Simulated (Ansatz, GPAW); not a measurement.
An Ansatz (a quantum-chemistry and plane-wave program) input for a self-consistent single point of InCuS2 (I-42d, 8 atoms in the cell) (DFT, PBE, plane waves, default PAW files):

Ansatz 0.2 input:
```yaml
crystal:
  lattice:
    - [-2.80160300, 2.80160300, 5.64653100]
    - [2.80160300, -2.80160300, 5.64653100]
    - [2.80160300, 2.80160300, -5.64653100]
  atoms:
    - { symbol: In, position: [0.50000000, 0.50000000, 0.00000000] }
    - { symbol: In, position: [0.25000000, 0.75000000, 0.50000000] }
    - { symbol: Cu, position: [0.75000000, 0.25000000, 0.50000000] }
    - { symbol: Cu, position: [0.00000000, 0.00000000, 0.00000000] }
    - { symbol: S, position: [0.87500000, 0.90380000, 0.52880000] }
    - { symbol: S, position: [0.09620000, 0.62500000, 0.97120000] }
    - { symbol: S, position: [0.37500000, 0.34620000, 0.47120000] }
    - { symbol: S, position: [0.65380000, 0.12500000, 0.02880000] }
basis:
  ecutwfc: 420.0 eV
kpoints:
  mp_grid: { grid: [4, 4, 4] }
hamiltonian:
  xc: pbe
  pseudopotentials: { kind: paw }
scf:
  occupations: { method: fermi_dirac, width: 0.05 eV }
output:
  forces: true
  eigenvalues: true
  stress: true
```

### Question
Give the GPAW input for the same structure, mesh, smearing and functional.

### Answer
One input that does it (others would too):

```python
from ase import Atoms
from ase.units import GPa
from gpaw import GPAW

atoms = Atoms(['In', 'In', 'Cu', 'Cu', 'S', 'S', 'S', 'S'],
              cell=[[-2.801603, 2.801603, 5.646531],
                    [2.801603, -2.801603, 5.646531],
                    [2.801603, 2.801603, -5.646531]],
              scaled_positions=[[0.500000, 0.500000, 0.000000],
                                [0.250000, 0.750000, 0.500000],
                                [0.750000, 0.250000, 0.500000],
                                [0.000000, 0.000000, 0.000000],
                                [0.875000, 0.903800, 0.528800],
                                [0.096200, 0.625000, 0.971200],
                                [0.375000, 0.346200, 0.471200],
                                [0.653800, 0.125000, 0.028800]],
              pbc=True)

calc = GPAW(mode={'name': 'pw', 'ecut': 850},
            xc='PBE',
            kpts={'size': (4, 4, 4), 'gamma': True},
            occupations={'name': 'fermi-dirac', 'width': 0.05},
            nbands=-16,
            convergence={'density': 1e-05},
            symmetry={'symmorphic': False, 'tolerance': 0.0005},
            maxiter=120)

atoms.calc = calc

energy = atoms.get_potential_energy()
print('Energy (eV):', round(energy, 6))
forces = atoms.get_forces()
print('Forces (eV/Ang):')
print(forces.round(5))
stress = atoms.get_stress()
print('Stress (GPa, Voigt):', (stress / GPa).round(4))
```

Basis settings and potentials, where a program has them, do not carry over. This input uses DFT PBE, plane waves, GPAW PAW datasets PBE (gpaw-data 1.0.1).

The starting cell comes from a database of computed structures (which also holds hypothetical and non-ambient phases and stackings), without a prior relaxation at this level. Its lattice was rescaled by a random factor within 2.5 % of one.
